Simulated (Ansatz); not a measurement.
# Cu under changes of volume

One of the cells (11.810 Å³/atom); the others are scaled copies at fixed shape and fractional positions:

```
Cu
1.0
     0.00000    1.80750    1.80750
     1.80750    0.00000    1.80750
     1.80750    1.80750    0.00000
Cu
1
Direct
  0.00000 0.00000 0.00000
```

```yaml
Program: Ansatz 0.2.0
Functional: HSEsol
Potentials_or_basis: Ansatz PAW
Cutoff: "420 eV (not typed: the program's choice for these potentials)"
k_mesh: 7 × 7 × 7
Occupations: fermi-dirac, width 0.05 eV
Spin: no spin polarisation
```

```csv
volume (Å³/atom),energy over the lowest point (meV/atom),pressure (GPa)
11.102,?,?
11.338,0.00,1.5
11.574,0.03,-1.6
11.810,4.43,-4.3
12.047,12.49,-6.7
12.283,23.88,-8.8
12.519,38.28,-10.6
```

**Question.** What does the run at 11.102 Å³/atom give?

**Answer.** Energy over the lowest point 4.85 meV/atom; pressure 5.0 GPa.

Worked out: A Birch-Murnaghan fit of order 3 (a polynomial in V^(-2/3)) to the other rows has its minimum at 11.45 Å³/atom with B0 = V·E''(V) = 148 GPa and B' = 4.8. It gives 4.67 meV/atom at 11.102 Å³/atom, against the run's 4.85, and -dE/dV = 4.9 GPa, against 5.0.

Energies are extrapolated to zero smearing.

Caveats: all runs use coarse meshes; the PAW data sets come from PBE, with cores solved anew for the run's functional, which leaves a small shift of forces and pressure; the thresholds are loose for stress.
